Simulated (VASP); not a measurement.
Runs of VASP 6.6.1 on SiC. It takes space group Imm2 (No. 44, orthorhombic). The conventional cell has a = 3.079 Å, b = 3.136 Å, c = 4.354 Å, α = 90.00°, β = 90.00°, γ = 90.00°. Si (site symmetry mm2) is surrounded by 4 C at 1.89 to 1.91 Å. C (site symmetry mm2) has 4 Si at 1.89 to 1.91 Å as nearest neighbours. The cell was built by a generator and isn't the measured one.

```tsv
task	level	spin	cell	k mesh	cutoff (eV)	grid for exact exchange (PRECFOCK)	screening parameter	gap on the mesh (eV)	pressure (GPa)	largest force (eV/Å)
electrostatic potential	PBE	off	Imm2, 10.51 Å³/atom	8 × 6 × 8	520	-	-	1.27	-0.1	0.14
band structure	PBE	off	Imm2, 10.51 Å³/atom	8 × 6 × 8	520	-	-	1.27	-0.1	0.14
band structure	PBE	non-collinear, zero start, SOC	Imm2, 10.51 Å³/atom	8 × 6 × 8	520	-	-	-	-0.1	0.14
band structure	HSE06	off	Imm2, 10.51 Å³/atom	7 × 5 × 7	520	Fast	0.2 1/A	2.15	-5.2	0.13
relaxation of cell and atoms	PBE	off	relaxed	8 × 6 × 8	600	-	-	(a)	0.0	-
```

Alike in all rows: potentials or basis VASP PAW PBE potentials, release 64 (Si, C); smearing gaussian 0.02 eV.

Estimate the missing entries.

(a) 1.28.

Caveats: the PAW data sets were made with another functional, which shifts forces and pressure a little (some runs); the real-space grid breaks the cell's symmetry a little (some runs).

A k mesh can miss the band edges.
